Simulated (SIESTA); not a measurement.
Ge:

```xyz
1
Lattice="-1.6084 1.6084 1.8732 1.6084 -1.6084 1.8732 1.6084 1.6084 -1.8732" Properties=species:S:1:pos:R:3 pbc="T T T"
Ge    0.0000    0.0000    1.8732
```

The cell was built by a generator and needn't be a form met in nature.

```yaml
Program: SIESTA 5.4.2
Task: single point
Functional: PBE
Potentials_or_basis: PseudoDojo 0.4 standard (PBE files)
Basis: DZP (energy shift 0.003 Ry; two zetas on semicore shells)
Grid_cutoff: 800 Ry
Energy_shift: 0.003 Ry
k_mesh: 12 × 12 × 12
Occupations: fermi-dirac, width 0.05 eV
Spin: no spin polarisation
```

On this cell: pressure 1.9 GPa; band gap on the k mesh none (metal or under the smearing width).

The same run follows on a disturbed copy (cell strained at random at fixed volume):

```
Ge
1.0
    -1.64855    1.58576    1.86236
     1.66529   -1.57913    1.87104
     1.63254    1.56312   -1.85667
Ge
1
Direct
  0.46933 0.48551 0.98579
```

Q: What does the disturbed cell give?

A: The energy (extrapolated to zero smearing) moves by +0.8 meV/atom; pressure 1.8 GPa; band gap on the k mesh none (metal or under the smearing width).

Stress tensor (GPa, compression positive):
```
 1.79 -0.02 -0.20
-0.02  1.78 -0.06
-0.20 -0.06  1.87
```

Caveats: the basis of atomic orbitals isn't converged, which shifts pressures, moduli and gaps.
